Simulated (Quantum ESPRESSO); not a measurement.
# GaP (F-43m) in Quantum ESPRESSO: a series of runs

One crystal, GaP, is run at these levels: r2SCAN; tasks: single point, equation of state, band structure.

All numbers are computed with Quantum ESPRESSO 7.5; they aren't measurements. Logs are shortened: lines on timing, memory, paths and dates and some standing lists are left out, and cuts for length are marked.

**Experimental background.**

From “Phosphorous dimerization in GaP at high pressure”, 2017, arxiv:1709.06667, for a bulk crystal of GaP: bulk modulus 87.5 ± 0.6 GPa.

From “Stacking defects in GaP nanowires: Electronic structure and optical properties”, 2018, arxiv:1810.01194, for a bulk crystal of GaP at 10 K: band gap 2.34 eV (indirect).

The results are compared with them further down.

### 1 Starting point

Symmetry: F-43m, No. 216, cubic system. The conventional cell has a = 5.451 Å, b = 5.451 Å, c = 5.451 Å, α = 90.00°, β = 90.00°, γ = 90.00°. Around Ga (site symmetry -43m) lie 4 P at 2.36 Å. P (site symmetry -43m) has 4 Ga at 2.36 Å as nearest neighbours.

### 2 Single point, r2SCAN, 19.03 Å³/atom

Contents of pw.in:

```
&CONTROL
  calculation = 'scf'
  prefix = 'pwscf'
  outdir = './tmp'
  pseudo_dir = './pseudo'
  tstress = .true.
  disk_io = 'nowf'
/
&SYSTEM
  ibrav = 0
  nat = 2
  ntyp = 2
  ecutwfc = 88
  nbnd = 15
  input_dft = 'r2scan'
  occupations = 'smearing'
  smearing = 'fd'
  degauss = 0.00367493
  nosym = .true.
  nr1 = 48
  nr2 = 48
  nr3 = 48
/
&ELECTRONS
  conv_thr = 1d-08
  electron_maxstep = 120
  mixing_beta = 0.5
/
ATOMIC_SPECIES
Ga    69.7230 Ga_ONCV_PBE-1.2.upf
P     30.9738 P_ONCV_PBE-1.2.upf
CELL_PARAMETERS angstrom
   0.0000000000    2.6696170428    2.6696170428
   2.6696170428    0.0000000000    2.6696170428
   2.6696170428    2.6696170428    0.0000000000
ATOMIC_POSITIONS crystal
Ga     0.0000000000    0.0000000000    0.0000000000
P      0.7500000000    0.7500000000    0.7500000000
K_POINTS automatic
6 6 6 0 0 0
```

Potentials or basis: SG15 PBE 1.2.

Launch:

```bash
$ OMP_NUM_THREADS=1 mpirun -n 4 pw.x -nk 4 -in pw.in > pw.out
```

pw.out:

```text
This program is part of the open-source Quantum ESPRESSO suite
     for quantum simulation of materials; please cite
         "P. Giannozzi et al., J. Phys.:Condens. Matter 21 395502 (2009);
         "P. Giannozzi et al., J. Phys.:Condens. Matter 29 465901 (2017);
         "P. Giannozzi et al., J. Chem. Phys. 152 154105 (2020);
     in publications or presentations arising from this work. More details at

     IMPORTANT: XC functional enforced from input :
     Exchange-correlation= R2SCAN
                           (   0   0   0   0   0 497 498)
     Any further DFT definition will be discarded
     Please, verify this is what you really want

     K-points division:     npool     =       4
     Subspace diagonalization in iterative solution of the eigenvalue problem:
     a serial algorithm will be used

     G-vector sticks info
     --------------------
     sticks:   dense  smooth     PW     G-vecs:    dense   smooth      PW
     Sum        1237    1237    367                28643    28643    4645

     Using Slab Decomposition

     bravais-lattice index     =            0
     lattice parameter (alat)  =       7.1345  a.u.
     unit-cell volume          =     256.7873 (a.u.)^3
     number of atoms/cell      =            2
     number of atomic types    =            2
     number of electrons       =        18.00
     number of Kohn-Sham states=           15
     kinetic-energy cutoff     =      88.0000  Ry
     charge density cutoff     =     352.0000  Ry
     scf convergence threshold =      1.0E-08
     mixing beta               =       0.5000
     number of iterations used =            8  plain     mixing
     Exchange-correlation= R2SCAN
                           (   0   0   0   0   0 497 498)

     celldm(1)=   7.134488  celldm(2)=   0.000000  celldm(3)=   0.000000
     celldm(4)=   0.000000  celldm(5)=   0.000000  celldm(6)=   0.000000

     crystal axes: (cart. coord. in units of alat)
               a(1) = (   0.000000   0.707107   0.707107 )
               a(2) = (   0.707107   0.000000   0.707107 )
               a(3) = (   0.707107   0.707107   0.000000 )

     reciprocal axes: (cart. coord. in units 2 pi/alat)
               b(1) = ( -0.707107  0.707107  0.707107 )
               b(2) = (  0.707107 -0.707107  0.707107 )
               b(3) = (  0.707107  0.707107 -0.707107 )

     PseudoPot. # 1 for Ga read from file:
     Ga_ONCV_PBE-1.2.upf
     Pseudo is Norm-conserving, Zval = 13.0
     Generated using ONCVPSP code by D. R. Hamann
     Using radial grid of  602 points,  6 beta functions with:
                l(1) =   0
                l(2) =   0
                l(3) =   1
                l(4) =   1
                l(5) =   2
                l(6) =   2

     PseudoPot. # 2 for P  read from file:
     P_ONCV_PBE-1.2.upf
     Pseudo is Norm-conserving, Zval =  5.0
     Generated using ONCVPSP code by D. R. Hamann
     Using radial grid of  602 points,  4 beta functions with:
                l(1) =   0
                l(2) =   0
                l(3) =   1
                l(4) =   1

     atomic species   valence    mass     pseudopotential
     Ga               13.00    69.72300     Ga( 1.00)
     P                 5.00    30.97380     P ( 1.00)

     No symmetry found

   Cartesian axes

     site n.     atom                  positions (alat units)
         1        Ga     tau(   1) = (   0.0000000   0.0000000   0.0000000  )
         2        P      tau(   2) = (   1.0606602   1.0606602   1.0606602  )

     number of k points=   112  Fermi-Dirac smearing, width (Ry)=  0.0037

     Number of k-points >= 100: set verbosity='high' to print them.

     Dense  grid:    28643 G-vectors     FFT dimensions: (  48,  48,  48)

     WARNING: libxc functional with ID  497 depends
      on external parameters: check the user_guide of
      QE if you need to modify them or to check their
      default values.

     WARNING: libxc functional with ID  498 depends
      on external parameters: check the user_guide of
      QE if you need to modify them or to check their
      default values.

     Initial potential from superposition of free atoms

     starting charge      17.9017, renormalised to      18.0000
     Starting wfcs are random

     Self-consistent Calculation

     iteration #  1     ecut=    88.00 Ry     beta= 0.50
     Davidson diagonalization with overlap
     ethr =  1.00E-02,  avg # of iterations = 11.7

     total energy              =    -143.19025245 Ry
     estimated scf accuracy    <     170.85882147 Ry

     iteration #  2     ecut=    88.00 Ry     beta= 0.50
     Davidson diagonalization with overlap
     ethr =  1.00E-02,  avg # of iterations =  1.0

     negative rho (up,down):  5.972E-07 0.000E+00

     total energy              =    -143.35598488 Ry
     estimated scf accuracy    <      58.09603098 Ry

     iteration #  3     ecut=    88.00 Ry     beta= 0.50
     Davidson diagonalization with overlap
     ethr =  1.00E-02,  avg # of iterations =  1.0

     total energy              =    -143.36730713 Ry
     estimated scf accuracy    <       1.85850850 Ry

     iteration #  4     ecut=    88.00 Ry     beta= 0.50
     Davidson diagonalization with overlap
     ethr =  1.00E-02,  avg # of iterations =  1.0

     total energy              =    -143.36828408 Ry
     estimated scf accuracy    <       0.01073142 Ry

     iteration #  5     ecut=    88.00 Ry     beta= 0.50
     Davidson diagonalization with overlap
     ethr =  5.96E-05,  avg # of iterations =  4.1

     total energy              =    -143.36836349 Ry
     estimated scf accuracy    <       0.00178585 Ry

     iteration #  6     ecut=    88.00 Ry     beta= 0.50
     Davidson diagonalization with overlap
     ethr =  9.92E-06,  avg # of iterations =  3.0

     total energy              =    -143.36837323 Ry
     estimated scf accuracy    <       0.00002997 Ry

     iteration #  7     ecut=    88.00 Ry     beta= 0.50
     Davidson diagonalization with overlap
     ethr =  1.66E-07,  avg # of iterations =  2.6

     total energy              =    -143.36837480 Ry
     estimated scf accuracy    <       0.00002560 Ry

     iteration #  8     ecut=    88.00 Ry     beta= 0.50
     Davidson diagonalization with overlap
     ethr =  1.42E-07,  avg # of iterations =  1.0

     total energy              =    -143.36837497 Ry
     estimated scf accuracy    <       0.00000042 Ry

     iteration #  9     ecut=    88.00 Ry     beta= 0.50
     Davidson diagonalization with overlap
     ethr =  2.33E-09,  avg # of iterations =  1.8

     total energy              =    -143.36837500 Ry
     estimated scf accuracy    <       0.00000003 Ry

     iteration # 10     ecut=    88.00 Ry     beta= 0.50
     Davidson diagonalization with overlap
     ethr =  1.79E-10,  avg # of iterations =  2.1

     total energy              =    -143.36837501 Ry
     estimated scf accuracy    <       0.00000008 Ry

     iteration # 11     ecut=    88.00 Ry     beta= 0.50
     Davidson diagonalization with overlap
     ethr =  1.79E-10,  avg # of iterations =  1.0

     End of self-consistent calculation

     Number of k-points >= 100: set verbosity='high' to print the bands.

     the Fermi energy is     9.2018 ev

!    total energy              =    -143.36837501 Ry
     estimated scf accuracy    <          1.9E-09 Ry
     smearing contrib. (-TS)   =      -0.00000000 Ry
     internal energy E=F+TS    =    -143.36837501 Ry

     The total energy is F=E-TS. E is the sum of the following terms:
     one-electron contribution =     -74.23306016 Ry
     hartree contribution      =      49.66531058 Ry
     xc contribution           =     -20.31247515 Ry
     ewald contribution        =     -98.48815028 Ry

     convergence has been achieved in  11 iterations

     Computing stress (Cartesian axis) and pressure

          total   stress  (Ry/bohr**3)                   (kbar)     P=       48.55
   0.00033005  -0.00000000   0.00000000           48.55       -0.00        0.00
  -0.00000000   0.00033005  -0.00000000           -0.00       48.55       -0.00
   0.00000000  -0.00000000   0.00033005            0.00       -0.00       48.55

=------------------------------------------------------------------------------=
   JOB DONE.
=------------------------------------------------------------------------------=
```

It took 99 s on 4 MPI ranks of Arm Neoverse V2, shared host; peak memory 0.44 GiB.

What came out:

```yaml
Free_energy: -1950.6261 eV
Pressure: 4.9 GPa
Band_gap_on_the_k_mesh: 1.80 eV, indirect (least direct gap 2.56 eV)
```

Caveat: the potentials were made for another functional, which shifts forces and pressure.

### 3 Single point, r2SCAN, 19.43 Å³/atom

pw.in, as its differences from that of step 2:

```diff
@@ -32,5 +32,5 @@
 CELL_PARAMETERS angstrom
-   0.0000000000    2.6696170428    2.6696170428
-   2.6696170428    0.0000000000    2.6696170428
-   2.6696170428    2.6696170428    0.0000000000
+   0.0000000000    2.6884177822    2.6884177822
+   2.6884177822    0.0000000000    2.6884177822
+   2.6884177822    2.6884177822    0.0000000000
 ATOMIC_POSITIONS crystal
```

Potentials or basis: SG15 PBE 1.2.

Launch:

```bash
$ OMP_NUM_THREADS=1 mpirun -n 4 pw.x -nk 4 -in pw.in > pw.out
```

Wall time 98 s (4 MPI ranks of Arm Neoverse V2, shared host); peak memory 0.48 GiB.

It converged, with:

```yaml
Free_energy: -1950.6452 eV
Pressure: 2.7 GPa
Band_gap_on_the_k_mesh: 1.84 eV, indirect (least direct gap 2.37 eV)
```

Caveat: the potentials were made for another functional, which shifts forces and pressure.

### 4 Single point, r2SCAN, 19.84 Å³/atom

pw.in, as its differences from that of step 3:

```diff
@@ -32,5 +32,5 @@
 CELL_PARAMETERS angstrom
-   0.0000000000    2.6884177822    2.6884177822
-   2.6884177822    0.0000000000    2.6884177822
-   2.6884177822    2.6884177822    0.0000000000
+   0.0000000000    2.7069591804    2.7069591804
+   2.7069591804    0.0000000000    2.7069591804
+   2.7069591804    2.7069591804    0.0000000000
 ATOMIC_POSITIONS crystal
```

Launch:

```bash
$ OMP_NUM_THREADS=1 mpirun -n 4 pw.x -nk 4 -in pw.in > pw.out
```

Run time: 1.7 min. Hardware: 4 MPI ranks of Arm Neoverse V2, shared host; peak memory 0.48 GiB.

Results (log left out):

| Property | Result |
| --- | --- |
| Free energy | -1950.6540 eV |
| Pressure | 0.8 GPa |
| Band gap on the k mesh | 1.88 eV, indirect (least direct gap 2.18 eV) |

Caveat: the potentials were made for another functional, which shifts forces and pressure.

### 5 Single point, r2SCAN, 20.24 Å³/atom

pw.in, as its differences from that of step 4:

```diff
@@ -32,5 +32,5 @@
 CELL_PARAMETERS angstrom
-   0.0000000000    2.7069591804    2.7069591804
-   2.7069591804    0.0000000000    2.7069591804
-   2.7069591804    2.7069591804    0.0000000000
+   0.0000000000    2.7252500000    2.7252500000
+   2.7252500000    0.0000000000    2.7252500000
+   2.7252500000    2.7252500000    0.0000000000
 ATOMIC_POSITIONS crystal
```

Launch:

```bash
$ OMP_NUM_THREADS=1 mpirun -n 4 pw.x -nk 4 -in pw.in > pw.out
```

Wall time 100 s (4 MPI ranks of Arm Neoverse V2, shared host); peak memory 0.48 GiB.

Results (log left out):

```yaml
Free_energy: -1950.6536 eV
Pressure: -0.9 GPa
Band_gap_on_the_k_mesh: 1.84 eV, indirect (least direct gap 2.01 eV)
```

Caveat: the potentials were made for another functional, which shifts forces and pressure.

### 6 Single point, r2SCAN, 20.65 Å³/atom

pw.in, as its differences from that of step 5:

```diff
@@ -32,5 +32,5 @@
 CELL_PARAMETERS angstrom
-   0.0000000000    2.7252500000    2.7252500000
-   2.7252500000    0.0000000000    2.7252500000
-   2.7252500000    2.7252500000    0.0000000000
+   0.0000000000    2.7432985392    2.7432985392
+   2.7432985392    0.0000000000    2.7432985392
+   2.7432985392    2.7432985392    0.0000000000
 ATOMIC_POSITIONS crystal
```

Potentials or basis: SG15 PBE 1.2.

Launch:

```bash
$ OMP_NUM_THREADS=1 mpirun -n 4 pw.x -nk 4 -in pw.in > pw.out
```

It took 1.7 min on 4 MPI ranks of Arm Neoverse V2, shared host; peak memory 0.48 GiB.

The run converged. Its results:

| Quantity | Value |
| --- | --- |
| Free energy | -1950.6448 eV |
| Pressure | -2.5 GPa |
| Band gap on the k mesh | 1.78 eV, indirect (least direct gap 1.83 eV) |

Caveat: the potentials were made for another functional, which shifts forces and pressure.

### 7 Single point, r2SCAN, 21.05 Å³/atom

pw.in, as its differences from that of step 6:

```diff
@@ -32,5 +32,5 @@
 CELL_PARAMETERS angstrom
-   0.0000000000    2.7432985392    2.7432985392
-   2.7432985392    0.0000000000    2.7432985392
-   2.7432985392    2.7432985392    0.0000000000
+   0.0000000000    2.7611126653    2.7611126653
+   2.7611126653    0.0000000000    2.7611126653
+   2.7611126653    2.7611126653    0.0000000000
 ATOMIC_POSITIONS crystal
```

Launch:

```bash
$ OMP_NUM_THREADS=1 mpirun -n 4 pw.x -nk 4 -in pw.in > pw.out
```

It took 1.7 min on 4 MPI ranks of Arm Neoverse V2, shared host; peak memory 0.48 GiB.

Results (log left out):

| Item | Value |
| --- | --- |
| Free energy | -1950.6284 eV |
| Pressure | -4.0 GPa |
| Band gap on the k mesh | 1.67 eV, direct |

Caveat: the potentials were made for another functional, which shifts forces and pressure.

### 8 Single point, r2SCAN, 21.45 Å³/atom

pw.in, as its differences from that of step 7:

```diff
@@ -32,5 +32,5 @@
 CELL_PARAMETERS angstrom
-   0.0000000000    2.7611126653    2.7611126653
-   2.7611126653    0.0000000000    2.7611126653
-   2.7611126653    2.7611126653    0.0000000000
+   0.0000000000    2.7786998443    2.7786998443
+   2.7786998443    0.0000000000    2.7786998443
+   2.7786998443    2.7786998443    0.0000000000
 ATOMIC_POSITIONS crystal
```

Launch:

```bash
$ OMP_NUM_THREADS=1 mpirun -n 4 pw.x -nk 4 -in pw.in > pw.out
```

Run time: 1.7 min. Hardware: 4 MPI ranks of Arm Neoverse V2, shared host; peak memory 0.48 GiB.

The run converged. Its results:

```
Free energy            : -1950.6052 eV
Pressure               : -5.3 GPa
Band gap on the k mesh : 1.50 eV, direct
```

Caveat: the potentials were made for another functional, which shifts forces and pressure.

### 9 Equation of state, r2SCAN

Potentials or basis: SG15 PBE 1.2.

No new run: the results of the series are fitted here.

What came out:

```
Equilibrium volume                      : 20.02 Å³/atom
Bulk modulus                            : 87 GPa
Pressure derivative of the bulk modulus : 3.9
```

Energy against volume, from the lowest point:
| volume (Å³/atom) | energy (meV/atom) |
| --- | --- |
| 19.026 | 13.96 |
| 19.431 | 4.41 |
| 19.836 | 0.00 |
| 20.240 | 0.21 |
| 20.645 | 4.60 |
| 21.050 | 12.79 |
| 21.455 | 24.43 |

Caveat: the potentials were made for another functional, which shifts forces and pressure.

(Part 1 of 2 ends here.)
